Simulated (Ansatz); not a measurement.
**HgSe, one cell by several methods**

```yaml
crystal:
  lattice:
    - [0.00000, 3.13078, 3.13078]
    - [3.13078, 0.00000, 3.13078]
    - [3.13078, 3.13078, 0.00000]
  atoms:
    - { symbol: Hg, position: [0.00000, 0.00000, 0.00000] }
    - { symbol: Se, position: [0.25000, 0.25000, 0.25000] }
```

Atoms are numbered in the order listed.

The structure comes from a relaxation in the same program, started in the zincblende type, and has space group F-43m. Whether it is a known phase or the ground state wasn't checked.

No spin–orbit coupling, which matters for the heavy atoms here.

All numbers are computed: DFT, PBE, PAW with Ansatz's default frozen-core files, scalar-relativistic (Ansatz 0.2.0); DFT, PBE, all-electron LAPW, scalar-relativistic (Ansatz 0.2.0).

For PAW: a Γ-centred 11×11×11 k mesh, Fermi–Dirac smearing of 0.03 eV, cutoff 420 eV, no spin polarisation. LAPW targets a basis error of 1 meV/atom. The Ansatz runs share mesh, smearing and spin set-up. Plane-wave (PAW) pressures include the program's estimate of the Pulay term.

Stress and pressure are positive in compression.

Levels count from the Fermi level.

PAW results:

| quantity | PAW |
| --- | --- |
| pressure (GPa) | -0.03 |
| highest filled level at U (eV) | -1.633 |
| lowest empty level at U (eV) | 2.795 |
| highest filled level at K (eV) | -1.633 |
| lowest empty level at K (eV) | 2.795 |
| highest filled level at Γ (eV) | -0.043 |
| lowest empty level at Γ (eV) | 5.554 |

(1) What does full-potential LAPW give for the same quantities?

Results:

(1) 
```json
{"quantity": "pressure (GPa)", "LAPW": "-0.03"}
{"quantity": "highest filled level at U (eV)", "LAPW": "-1.633"}
{"quantity": "lowest empty level at U (eV)", "LAPW": "2.796"}
{"quantity": "highest filled level at K (eV)", "LAPW": "-1.633"}
{"quantity": "lowest empty level at K (eV)", "LAPW": "2.796"}
{"quantity": "highest filled level at Γ (eV)", "LAPW": "-0.043"}
{"quantity": "lowest empty level at Γ (eV)", "LAPW": "5.554"}
```
